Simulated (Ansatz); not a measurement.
# Searching the electronic states of Co, part 2 of 2

Wanted: the lowest electronic state of Co in this cell. One SCF may end in a higher state, so several starts are tried. The cell (2 atoms) is Co in its experimental structure (space group Fm-3m, primitive cell doubled). Source: COD entry 9012928, which need not be the ambient phase.

Ansatz 0.2.0; DFT PBE, PAW, plane waves, scalar-relativistic. Earlier steps stand in the parts before.

### 7 Moments +- scaled by 0.5, plain SCF

The COD cell was measured well above room temperature, so it is larger than a cold one.

Input file input.yaml:

```yaml
crystal:
  lattice:
    - [0.0, -1.7865, -1.7865]
    - [-3.573, -1.7865, -1.7865]
    - [0.0, 1.7865, -1.7865]
  atoms:
    - { symbol: Co, position: [0.0, 0.0, 0.0], spin: 1.5 }
    - { symbol: Co, position: [0.0, 0.5, 0.5], spin: -1.5 }
magnetization:
  spin_polarized: true
hamiltonian:
  xc: pbe
  pseudopotentials: { kind: paw }
basis:
  ecutwfc: 420
kpoints:
  mp_grid: { grid: [13, 8, 11] }
scf:
  occupations: { method: fermi_dirac, width: 0.1 }
  lower_state_search: "off"
output:
  forces: true
  stress: true
```

Log, shortened:

```text
[... 11 lines as in an earlier run ...]
Bands: 23, of which v1, the nominal top of the filled ones, is band 17 counted from 1 (16 counted from 0)
[... 6 lines as in an earlier run ...]
Starting moments: Σ|m| = 3 μB on 2 of 2 sites
[... 3 lines as in an earlier run ...]
[...]
SCF iter   1: F=—  HF=-10251.794749 eV  |F-HF|=—  |Δ(HF+E_count)|=         —  Δρ=3.24e-2 (↑3.24e-2 ↓3.24e-2)  dr2=2.23e-1  dr2_m=1.05e-1  M=0.000 μB ∫|m|=2.402 μB  β_m=0.30  ethr=6.55e-4  ⟨swp⟩=1.0  Hψ=36674  notcnv=0
[...]
spin-set hold released at iteration 14 (site moments contracting): the magnetisation degrees of freedom join the quasi-Newton model from the next iteration; the mixer history was flushed
[...]
SCF iter  34: F=-10251.839087 eV  HF=-10251.839087 eV  |F-HF|=4.73e-11  |Δ(HF+E_count)|=  2.91e-11  Δρ=6.45e-7 (↑6.45e-7 ↓6.45e-7)  dr2=6.53e-11  dr2_m=2.05e-11  M=0.000 μB ∫|m|=0.000 μB  ethr=1.00e-12  ⟨swp⟩=1.0  Hψ=19704  notcnv=0
WARN: the starting moments were not kept: the SCF closed with an absolute magnetisation of 1.1e-4 μB, where they sum to 3 μB in size (2 sites). That is at most 0.1 of that sum. Measured as dr2_m measures the in/out step, that magnetisation stands 1.5e-8 eV from none, at or under the [...]
SCF converged after 34 iterations
Magnetization: 0.0000 μB (17.0000 up, 17.0000 down)
Absolute magnetization: 0.0001 μB (∫|ρ↑−ρ↓|, with the PAW one-centre terms)
Spin contamination: 0.0000 ħ² per cell (⟨S²⟩ above its minimum at these occupations)
Per-site moments (μB) at R_I (Å): [(-5.54077213759309e-5, 1.0421781682865578), (5.54077213759309e-5, 1.0421781682865578)]
Free energy (F): -10251.839087 eV
[...]
E sigma→0 (E₀):  -10251.751525 eV
Entropy (-TS):   -0.175125 eV (-87.563 meV/atom)
Fermi energy:    17.426388 eV
[... 24 lines left out: energy terms, forces, stress ...]
```

It took 15 s on 2 threads of an Arm CPU, shared host; peak memory 0.46 GiB.

Nothing new: the 34 iterations lead to the state found in step 3 (non-magnetic).

### 8 A moment on one site alone, plain SCF

Changes to input.yaml since step 7:

```diff
@@ -6,4 +6,4 @@
   atoms:
-    - { symbol: Co, position: [0.0, 0.0, 0.0], spin: 1.5 }
-    - { symbol: Co, position: [0.0, 0.5, 0.5], spin: -1.5 }
+    - { symbol: Co, position: [0.0, 0.0, 0.0], spin: 3.0 }
+    - { symbol: Co, position: [0.0, 0.5, 0.5] }
 magnetization:
```

Log, shortened:

```text
[... 18 lines as in an earlier run ...]
Starting moments: Σ|m| = 3 μB on 1 of 2 sites
[... 2 lines as in an earlier run ...]
SCF iter   1: F=—  HF=-10252.070575 eV  |F-HF|=—  |Δ(HF+E_count)|=         —  Δρ=1.42e-1 (↑1.42e-1 ↓7.05e-2)  dr2=8.17e0  dr2_m=5.98e-1  M=2.966 μB ∫|m|=3.069 μB  β_m=0.30  ethr=3.10e-3  ⟨swp⟩=5.1  Hψ=53339  notcnv=0
[...]
spin-set hold released at iteration 6 (the charge has settled, or the pull on large starting moments outlasts its swing): the magnetisation degrees of freedom join the quasi-Newton model from the next iteration; the mixer history was flushed
[...]
SCF iter  18: F=-10252.284690 eV  HF=-10252.284690 eV  |F-HF|=5.88e-8  |Δ(HF+E_count)|=   3.72e-9  Δρ=1.69e-5 (↑2.43e-6 ↓1.69e-5)  dr2=6.63e-8  dr2_m=1.26e-8  M=3.341 μB ∫|m|=3.656 μB  ethr=2.94e-10  ⟨swp⟩=2.1  Hψ=42744  notcnv=0
[...]
SCF converged after 18 iterations
Magnetization: 3.3410 μB (18.6705 up, 15.3295 down)
Absolute magnetization: 3.6569 μB (∫|ρ↑−ρ↓|, with the PAW one-centre terms)
Spin contamination: 0.0573 ħ² per cell (⟨S²⟩ above its minimum at these occupations)
Per-site moments (μB) at R_I (Å): [(1.742580075445836, 1.0421781682865578), (1.7425069338561536, 1.0421781682865578)]
Free energy (F): -10252.284690 eV
[...]
E sigma→0 (E₀):  -10252.245226 eV
Entropy (-TS):   -0.078927 eV (-39.463 meV/atom)
Fermi energy:    17.720758 eV
[... 24 lines left out: energy terms, forces, stress ...]
```

It took 14 s on 2 threads of an Arm CPU, shared host; peak memory 0.49 GiB.

This is the state of step 2 again (ferromagnetic), after 18 iterations.

### 9 Parallel moments, Broyden mixing, no switch to direct minimisation

Changes to input.yaml since step 8:

```diff
@@ -7,3 +7,3 @@
     - { symbol: Co, position: [0.0, 0.0, 0.0], spin: 3.0 }
-    - { symbol: Co, position: [0.0, 0.5, 0.5] }
+    - { symbol: Co, position: [0.0, 0.5, 0.5], spin: 3.0 }
 magnetization:
@@ -20,2 +20,4 @@
   lower_state_search: "off"
+  algorithm: density_mixing
+  mixing: { algorithm: broyden, beta: 0.3 }
 output:
```

Log, shortened:

```text
[... 18 lines as in an earlier run ...]
Starting moments: Σ|m| = 6 μB on 2 of 2 sites
[... 3 lines as in an earlier run ...]
SCF iter   1: F=—  HF=-10251.833401 eV  |F-HF|=—  |Δ(HF+E_count)|=         —  Δρ=1.17e-1 (↑1.17e-1 ↓7.76e-2)  dr2=2.76e-1  dr2_m=1.94e0  M=3.881 μB ∫|m|=4.083 μB  β_m=0.85  ethr=8.12e-4  ⟨swp⟩=1.0  Hψ=76110  notcnv=0
[...]
[... 1 line as in an earlier run ...]
[...]
SCF iter  14: F=-10252.284690 eV  HF=-10252.284690 eV  |F-HF|=1.97e-8  |Δ(HF+E_count)|=   6.79e-8  Δρ=2.63e-6 (↑1.24e-6 ↓2.63e-6)  dr2=3.33e-10  dr2_m=7.29e-10  M=3.341 μB ∫|m|=3.656 μB  ethr=2.64e-12  ⟨swp⟩=3.0  Hψ=39552  notcnv=0
[...]
this state was not tested for a lower state beside it, because the mixer in use, unlike msr1, does not test its closes by its own steps (another_mixer; see scf.mixing.algorithm and scf.lower_state_search)
SCF converged after 14 iterations
Magnetization: 3.3410 μB (18.6705 up, 15.3295 down)
Absolute magnetization: 3.6570 μB (∫|ρ↑−ρ↓|, with the PAW one-centre terms)
Spin contamination: 0.0573 ħ² per cell (⟨S²⟩ above its minimum at these occupations)
Per-site moments (μB) at R_I (Å): [(1.742588761236444, 1.0421781682865578), (1.7425887612364428, 1.0421781682865578)]
Free energy (F): -10252.284690 eV
[...]
E sigma→0 (E₀):  -10252.245227 eV
Entropy (-TS):   -0.078926 eV (-39.463 meV/atom)
Fermi energy:    17.720850 eV
[... 24 lines left out: energy terms, forces, stress ...]
```

Wall time 15 s (2 threads of an Arm CPU, shared host); peak memory 0.49 GiB.

The run ends in the same state as step 2 (ferromagnetic); it took 14 iterations.

### 10 Parallel moments, spin not held back in the first iterations, no switch to direct minimisation

Changes to input.yaml since step 9:

```diff
@@ -21,3 +21,3 @@
   algorithm: density_mixing
-  mixing: { algorithm: broyden, beta: 0.3 }
+  mixing: { spin_hold: "off" }
 output:
```

Log, shortened:

```text
[... 18 lines as in an earlier run ...]
Starting moments: Σ|m| = 6 μB on 2 of 2 sites
[... 2 lines as in an earlier run ...]
[...]
SCF iter   1: F=—  HF=-10251.603683 eV  |F-HF|=—  |Δ(HF+E_count)|=         —  Δρ=1.11e-1 (↑1.11e-1 ↓7.67e-2)  dr2=2.54e-1  dr2_m=1.80e0  M=3.877 μB ∫|m|=3.999 μB  β_m=0.30  ethr=7.47e-4  ⟨swp⟩=1.0  Hψ=76115  notcnv=0
[...]
SCF iter   9: F=-10252.284690 eV  HF=-10252.284690 eV  |F-HF|=1.76e-9  |Δ(HF+E_count)|=   8.13e-8  Δρ=6.48e-6 (↑6.48e-6 ↓4.82e-6)  dr2=3.26e-9  dr2_m=3.38e-9  M=3.341 μB ∫|m|=3.656 μB  ethr=2.94e-10  ⟨swp⟩=4.0  Hψ=46816  notcnv=0
[...]
SCF converged after 9 iterations
Magnetization: 3.3410 μB (18.6705 up, 15.3295 down)
Absolute magnetization: 3.6569 μB (∫|ρ↑−ρ↓|, with the PAW one-centre terms)
Spin contamination: 0.0573 ħ² per cell (⟨S²⟩ above its minimum at these occupations)
Per-site moments (μB) at R_I (Å): [(1.7425502384193, 1.0421781682865578), (1.7425502384192995, 1.0421781682865578)]
Free energy (F): -10252.284690 eV
[...]
E sigma→0 (E₀):  -10252.245227 eV
Entropy (-TS):   -0.078926 eV (-39.463 meV/atom)
Fermi energy:    17.720822 eV
[... 24 lines left out: energy terms, forces, stress ...]
```

Wall time 9.3 s (2 threads of an Arm CPU, shared host); peak memory 0.49 GiB.

Nothing new: the 9 iterations lead to the state found in step 2 (ferromagnetic).

### 11 Comparing the starts

```csv
step,iterations,state,moments of Co1 Co2 (μB),total (μB),gap (eV),pressure (GPa),above lowest (meV/atom)
2,10,1,1.74 1.74,3.34,none,-8.4,0.0
3,23,2,0.00 0.00,0.00,none,-19.5,223
4,6,2,0.00 0.00,0.00,none,-19.5,223
5,9,1,1.74 1.74,3.34,none,-8.4,0.0
6,17,1,1.74 1.74,3.34,none,-8.4,0.0
7,34,2,0.00 0.00,0.00,none,-19.5,223
8,18,1,1.74 1.74,3.34,none,-8.4,0.0
9,14,1,1.74 1.74,3.34,none,-8.4,0.0
10,9,1,1.74 1.74,3.34,none,-8.4,0.0
```

States are numbered from the lowest. Starts by step: 2 parallel moments, plain SCF; 3 opposed moments +-, plain SCF; 4 no spin polarisation; 5 spin on, no moments given (the program may seed its own), plain SCF; 6 parallel moments scaled by 0.2, plain SCF; 7 moments +- scaled by 0.5, plain SCF; 8 a moment on one site alone, plain SCF; 9 parallel moments, Broyden mixing, no switch to direct minimisation; 10 parallel moments, spin not held back in the first iterations, no switch to direct minimisation.

The 9 runs of this session took 1.7 min in all, from 3.1 s to 15 s each.

Decimal logarithm of the largest residual (eV) by iteration, counted through all cycles of a run (7 of the 9 runs):

```csv
iteration,step 2,step 3,step 4,step 5,step 6,step 7,step 8
1,0.3,0.5,-4.0,1.3,-0.6,-0.7,0.9
2,0.1,0.3,-4.5,-0.7,-1.0,-1.1,1.6
3,0.1,0.4,-6.0,-1.5,-1.0,-1.3,0.0
4,-1.9,-1.2,-6.8,-1.7,-1.0,-1.3,0.2
5,-1.9,-1.6,-7.7,-2.4,-0.9,-1.4,0.1
7,-4.7,-2.4,-,-4.7,-1.1,-1.6,-0.2
10,-9.1,-3.5,-,-,-2.2,-1.7,-1.3
13,-,-3.4,-,-,-2.2,-1.9,-2.3
16,-,-4.9,-,-,-7.1,-2.1,-5.6
19,-,-6.4,-,-,-,-2.9,-
22,-,-9.8,-,-,-,-3.9,-
25,-,-,-,-,-,-4.0,-
28,-,-,-,-,-,-5.9,-
31,-,-,-,-,-,-8.1,-
34,-,-,-,-,-,-10.2,-
```

### 12 Results

This closing draws on all 2 parts.

```
                      quantity                              value
               distinct states            2 from 9 converged runs
lowest state from plain starts                      ferromagnetic
                   its moments              Co1 1.74, Co2 1.74 μB
                  total moment                   3.34 μB per cell
             gap on the k-mesh                               none
                      pressure                           -8.4 GPa
                 largest force                         0.000 eV/Å
                    next state  non-magnetic, 223 meV/atom higher
```

9 runs converged, to 2 different states. Switching spin polarisation off costs 223 meV/atom in free energy, smearing entropy included. A lower state than any found can't be excluded. The mesh has less symmetry than the lattice, which lowers the symmetry of the run.
